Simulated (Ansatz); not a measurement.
# ZrN (Fm-3m) in Ansatz: band structure with r2SCAN

Aim: the band structure of ZrN with r2SCAN.

Program: Ansatz 0.2.0. These are calculated values, not measurements. Logs are shortened: lines on timing, memory, paths and dates and some standing lists are left out, and cuts for length are marked.

## Step 1: The crystal as given

It takes space group Fm-3m (No. 225, cubic). The conventional cell has a = 4.600 Å, b = 4.600 Å, c = 4.600 Å, α = 90.00°, β = 90.00°, γ = 90.00°. Around Zr (site symmetry m-3m) lie 6 N at 2.30 Å. Around N (site symmetry m-3m) lie 6 Zr at 2.30 Å.

## Step 2: Band structure, r2SCAN, spin-orbit coupling, no magnetisation

Input file input.yaml:

```yaml
crystal:
  lattice:
    - [0.0, 2.3, 2.3]
    - [2.3, 0.0, 2.3]
    - [2.3, 2.3, 0.0]
  atoms:
    - { symbol: Zr, position: [0.5, 0.5, 0.5] }
    - { symbol: "N", position: [0.0, 0.0, 0.0] }
hamiltonian:
  xc: r2scan
  pseudopotentials: { kind: paw_fr }
magnetization:
  noncollinear: true
  spin_orbit: true
kpoints:
  mp_grid: { grid: [7, 7, 7] }
  band_path:
    path:
      - [[0.0, 0.0, 0.0], [0.5, 0.0, 0.5], [0.5, 0.25, 0.75], [0.375, 0.375, 0.75], [0.0, 0.0, 0.0], [0.5, 0.5, 0.5], [0.625, 0.25, 0.625], [0.5, 0.25, 0.75], [0.5, 0.5, 0.5], [0.375, 0.375, 0.75]]
      - [[0.625, 0.25, 0.625], [0.5, 0.0, 0.5]]
    npoints: 14
scf:
  occupations: { method: fermi_dirac, width: 0.05 }
  n_extra_bands: 6
output:
  forces: true
  stress: true
  eigenvalues: true
  fatbands: true
```

Potentials or basis: Ansatz PAW.

On the command line:

```
ansatz run input.yaml --threads 2 --pin off --max-ram 5632MiB --backend cpu --events-out ev --progress --plain --runs-dir out
```

Log:

```text
Warning: RAYON_NUM_THREADS=2 ignored (pool sized by the plan → 2); use --threads N
scf.n_extra_bands = 6 over 17 filled bands (N_el = 17.0): the run solves 23 bands
Engine: ansatz 0.2.0, aarch64-unknown-linux-gnu
Pseudopotentials: kind: paw_fr
Pseudopotential: Zr, paw_fr, valence charge 12, recommended cutoff 500 eV (meta_gga), Zr.paw.azcp#standard-fr
Pseudopotential: N, paw_fr, valence charge 5, recommended cutoff 500 eV (meta_gga), N.paw.azcp#standard-fr
Functional definition: r2SCAN
  parameter k0 = 0.174
  parameter k1 = 0.065
  parameter a1 = 4.9479
  exchange = r2scan_x(k0 = k0, k1 = k1, a1 = a1)
  correlation = r2scan_c
non-collinear run that drives no moment, with spin-orbit: no starting moment large enough to seed its density (crystal.atoms[].spin), no starting occupations that ask for one, no magnetisation constraint and no magnetic field, so the semilocal B_xc is pinned to zero
Crystal: 2 atoms, lattice volume = 24.334 Å³
Basis set: ecut = 500 eV, 609 PW (Γ), exchange–correlation on 96×96×96 points (64 copies of the dense FFT grid, shifted against one another)
Bands: 23, of which v1, the nominal top of the filled ones, is band 17 counted from 1 (16 counted from 0)
Symmetry: 48 space group operations + 48 with time reversal
Magnetic group: BNS 225.117 (UNI 1619), of the structure as read, at distance tolerance 2.9e-5 Å
k-points: 20 of 343
Projection manifold: j_resolved (fully-relativistic pseudo-atomic orbitals)
Non-local potential: Zr, projectors of the file, l = 0: 3, l = 1: 4, l = 2: 4, l = 3: 4
Non-local potential: N, projectors of the file, l = 0: 2, l = 1: 4, l = 2: 2
PAW form: soft (Blöchl's): semilocal exchange-correlation on the pseudo side does not see the compensation charge
PAW frozen core: Zr, regenerated for the run's functional (the file was generated under x = pbe(κ = 0.804, μ = 0.2195149727645171), c = pbe(β = 0.06672455060314922))
PAW frozen core: N, regenerated for the run's functional (the file was generated under x = pbe(κ = 0.804, μ = 0.2195149727645171), c = pbe(β = 0.06672455060314922))
PAW one-centre angular grid: Zr, 590 points (default); XC on 224 Gauss nodes
PAW one-centre angular grid: N, 302 points (default); XC on 160 Gauss nodes
Initial density: superposition of atomic densities (chi_scale 0.1, normalization cell, long waves kept (reshape's long-wave potential 0.00 eV rms))
Initial wavefunctions: pseudopotential atomic-orbital guess
Functional: x = r2scan, c = r2scan; τ floored in thin density (d = 2e-4 eV/Å³)
SCF iter   1: F=—  HF=-4578.549423 eV  |F-HF|=—  |Δ(HF+E_count)|=         —  Δρ=4.83e-2  dr2=7.21e-1  dr2_τ=4.66e-2  dr2_m=0.00e0 (ungated)  ethr=3.10e-3  |M|=0.00e0 ∫|m|=0.00e0 μB  |m|>n=0.0e0 m-floor=0.0e0 τ_xc=0.0e0  β_m=0.30  ⟨swp⟩=5.7  Hψ=2312  notcnv=0  defer=1
preconditioner: auto → none  [insulator: Δε(μ)=0.227 eV  Ē_g=10.736 eV  σ=0.050 eV  W_gap=0.72  n_scr=8 (ndim 8)  ℏωp=22.6 eV  f_vac=0.000  D(μ)=1.07/eV (n_scr^D=14)  ε∞_Penn≈5.4]
SCF iter   2: F=—  HF=-4578.597513 eV  |F-HF|=—  |Δ(HF+E_count)|=   4.81e-2  Δρ=2.99e-2  dr2=8.80e-2  dr2_τ=8.73e-3  dr2_m=0.00e0 (ungated)  ethr=3.10e-3  |M|=0.00e0 ∫|m|=0.00e0 μB  |m|>n=0.0e0 m-floor=0.0e0 τ_xc=0.0e0  β_m=0.34  ⟨swp⟩=2.0  Hψ=889  notcnv=0  defer=15
SCF iter   3: F=—  HF=-4578.638911 eV  |F-HF|=—  |Δ(HF+E_count)|=   4.14e-2  Δρ=1.84e-2  dr2=3.53e-2  dr2_τ=8.93e-4  dr2_m=0.00e0 (ungated)  ethr=5.18e-4  |M|=0.00e0 ∫|m|=0.00e0 μB  |m|>n=0.0e0 m-floor=0.0e0 τ_xc=0.0e0  β_m=0.56  ⟨swp⟩=1.9  Hψ=517  notcnv=0  defer=15
SCF iter   4: F=—  HF=-4578.663981 eV  |F-HF|=—  |Δ(HF+E_count)|=   2.51e-2  Δρ=1.04e-3  dr2=2.25e-4  dr2_τ=9.06e-6  dr2_m=0.00e0 (ungated)  ethr=2.08e-4  |M|=0.00e0 ∫|m|=0.00e0 μB  |m|>n=0.0e0 m-floor=0.0e0 τ_xc=0.0e0  β_m=0.56  ⟨swp⟩=2.1  Hψ=733  notcnv=0  defer=15
SCF iter   5: F=—  HF=-4578.664018 eV  |F-HF|=—  |Δ(HF+E_count)|=   3.67e-5  Δρ=3.54e-4  dr2=8.68e-6  dr2_τ=3.23e-7  dr2_m=0.00e0 (ungated)  ethr=1.32e-6  |M|=0.00e0 ∫|m|=0.00e0 μB  |m|>n=0.0e0 m-floor=0.0e0 τ_xc=0.0e0  β_m=0.77  ⟨swp⟩=2.5  Hψ=715  notcnv=0  defer=15
SCF iter   6: F=—  HF=-4578.664043 eV  |F-HF|=—  |Δ(HF+E_count)|=   2.48e-5  Δρ=4.34e-5  dr2=3.27e-7  dr2_τ=1.87e-8  dr2_m=0.00e0 (ungated)  ethr=5.10e-8  |M|=0.00e0 ∫|m|=0.00e0 μB  |m|>n=0.0e0 m-floor=0.0e0 τ_xc=0.0e0  β_m=0.85  ⟨swp⟩=2.0  Hψ=794  notcnv=0  defer=15
SCF iter   7: F=-4578.664043 eV  HF=-4578.664043 eV  |F-HF|=4.01e-8  |Δ(HF+E_count)|=   5.15e-7  Δρ=9.02e-6  dr2=1.55e-8  dr2_τ=1.71e-10  dr2_m=0.00e0 (ungated)  ethr=5.88e-10  |M|=0.00e0 ∫|m|=0.00e0 μB  |m|>n=0.0e0 m-floor=0.0e0 τ_xc=0.0e0  ⟨swp⟩=8.2  Hψ=2143  notcnv=0
SCF 1 converged in 7 iterations: F = -4578.664043 eV  dr2 = 1.55e-8
NSCF: frozen V_eff on 142 k-points
SCF converged after 7 iterations
Magnetization: |M| = 0.0000 μB,  M = (+0.0000, +0.0000, +0.0000) μB
Absolute magnetization: 0.0000 μB (∫|m|)
  site 0: m = (+0.0000, +0.0000, +0.0000) μB, |m| = 0.0000 μB  (R = 0.95 Å)
  site 1: m = (+0.0000, +0.0000, +0.0000) μB, |m| = 0.0000 μB  (R = 0.95 Å)
Free energy (F): -4578.664043 eV
Harris-Foulkes:  -4578.664043 eV  (|F-HF|=4.01e-8)
Internal energy: -4578.658092 eV  (E = F + TS)
E sigma→0 (E₀):  -4578.661068 eV
Entropy (-TS):   -0.005951 eV (-2.976 meV/atom)
Fermi energy:    17.898241 eV
--- Per-component energies (eV) ---
  E_band       = -41.169592
  E_kinetic    = 466.861836
  E_local      = -627.690159  (includes V_loc(G=0)·N_el)
  E_nonlocal   = 122.312977
  E_hartree    = 189.008201
  E_xc         = -217.673706
  E_vxc        = -298.567099  (∫ρ·V_xc dr)
  E_paw        = -3093.841649  (= ΣΔE_a)
  E_vpaw       = -99.301861  (= ΣTr[D̂ρ^β])
  E_aug_tail   = 0.000028  (compensation charges beyond the density's cutoff)
  E_vtau       = 17.200284  (kinetic-family band-sum trace: ∫τ·v_τ [+ j·A + Jᵃ·Aᵃ] dr)
  E_ewald      = -1417.441055
  E_core_change = -0.194563  (= ΣΔE_core)
  E_smearing   = -0.005951  (= −TS)
  E_closure    = 0.000000  (closes the sum)
  Σ components = -4578.664043   (vs F -4578.664043, Δ=0.00e0)
--- Forces (eV/Å), atoms counted from 1 ---
  atom   1  Zr    -0.00000000     0.00000000    -0.00000000
  atom   2  N      0.00000000    -0.00000000     0.00000000
  max |Σ_I F_I| component: 2.00e-24 eV/Å
--- Stress (GPa, compression-positive) ---
       -2.126197       0.000000       0.000000
        0.000000      -2.126197       0.000000
        0.000000      -0.000000      -2.126197
  P = ⅓ Tr σ = -2.1262 GPa (-21.262 kbar)
--- Band table (eV; the first three rows and the last of 20) ---
  k-point 0: bands = ["-33.7692", "-33.7692", "-11.9224", "-11.9224", "-10.1415", "-10.1415", "-10.1415", "-10.1415", "0.3026", "0.3026", "14.6448", "14.6448", "14.7093", "14.7093", "14.7093", "14.7093", "17.2975", "17.2975", "17.2975", "17.2975", "17.3751", "17.3751", "19.3529"]
  k-point 1: bands = ["-33.7430", "-33.7430", "-12.0068", "-12.0068", "-10.3141", "-10.3141", "-10.1589", "-10.1589", "0.6952", "0.6952", "13.3185", "13.3185", "13.7512", "13.7512", "13.7689", "13.7689", "17.7429", "17.7429", "17.8640", "17.8640", "17.9054", "17.9054", "20.6710"]
  k-point 2: bands = ["-33.6835", "-33.6835", "-12.2292", "-12.2292", "-10.6285", "-10.6285", "-10.1977", "-10.1977", "1.5857", "1.5857", "11.2486", "11.2486", "12.4680", "12.4680", "12.4684", "12.4684", "18.6655", "18.6655", "19.1783", "19.1783", "19.2064", "19.2064", "23.1529"]
  k-point 19: bands = ["-33.5862", "-33.5862", "-12.4216", "-12.4216", "-10.8494", "-10.8494", "-10.5918", "-10.5918", "1.4577", "1.4577", "11.6841", "11.6841", "12.5209", "12.5209", "12.6411", "12.6411", "18.1345", "18.1345", "19.5485", "19.5485", "21.9893", "21.9893", "22.6063"]
```

bands.tsv:

```text
[... 163 lines left out ...]
```

Run time: 15 s. Hardware: 2 threads of Arm Neoverse V1, shared host; peak memory 0.44 GiB.

What came out:

```
Free energy            : -4578.6640 eV
Pressure               : -2.1 GPa
Band gap on the k mesh : none (metal or under the smearing width)
```

Levels at the corners of the path, in eV from the Fermi level:
| point | band 14 | band 15 | band 16 | band 17 | band 18 | band 19 | band 20 | band 21 | band 22 | band 23 |
| --- | --- | --- | --- | --- | --- | --- | --- | --- | --- | --- |
| Γ | -3.19 | -3.19 | -3.19 | -0.60 | -0.60 | -0.60 | -0.60 | -0.52 | -0.52 | 1.45 |
| X | -3.78 | -3.68 | -3.68 | -3.68 | -3.68 | 3.22 | 3.22 | 4.28 | 4.28 | 4.38 |
| W | -5.36 | -5.22 | -5.22 | 0.82 | 0.82 | 0.86 | 0.86 | 4.31 | 4.31 | 4.51 |
| K | -5.32 | -5.02 | -5.02 | -0.92 | -0.92 | 3.26 | 3.26 | 3.50 | 3.50 | 5.04 |
| Γ | -3.19 | -3.19 | -3.19 | -0.60 | -0.60 | -0.60 | -0.60 | -0.52 | -0.52 | 1.45 |
| L | -6.27 | -6.26 | -6.26 | 2.86 | 2.86 | 2.91 | 2.91 | 2.98 | 2.98 | 4.81 |
| U | -5.32 | -5.02 | -5.02 | -0.92 | -0.92 | 3.26 | 3.26 | 3.50 | 3.50 | 5.04 |
| W | -5.36 | -5.22 | -5.22 | 0.82 | 0.82 | 0.86 | 0.86 | 4.31 | 4.31 | 4.51 |
| L | -6.27 | -6.26 | -6.26 | 2.86 | 2.86 | 2.91 | 2.91 | 2.98 | 2.98 | 4.81 |
| K | -5.32 | -5.02 | -5.02 | -0.92 | -0.92 | 3.26 | 3.26 | 3.50 | 3.50 | 5.04 |
| U | -5.32 | -5.02 | -5.02 | -0.92 | -0.92 | 3.26 | 3.26 | 3.50 | 3.50 | 5.04 |
| X | -3.78 | -3.68 | -3.68 | -3.68 | -3.68 | 3.22 | 3.22 | 4.28 | 4.28 | 4.38 |

Caveat: the PAW data sets come from PBE, with cores solved anew for the run's functional, which leaves a small shift of forces and pressure.
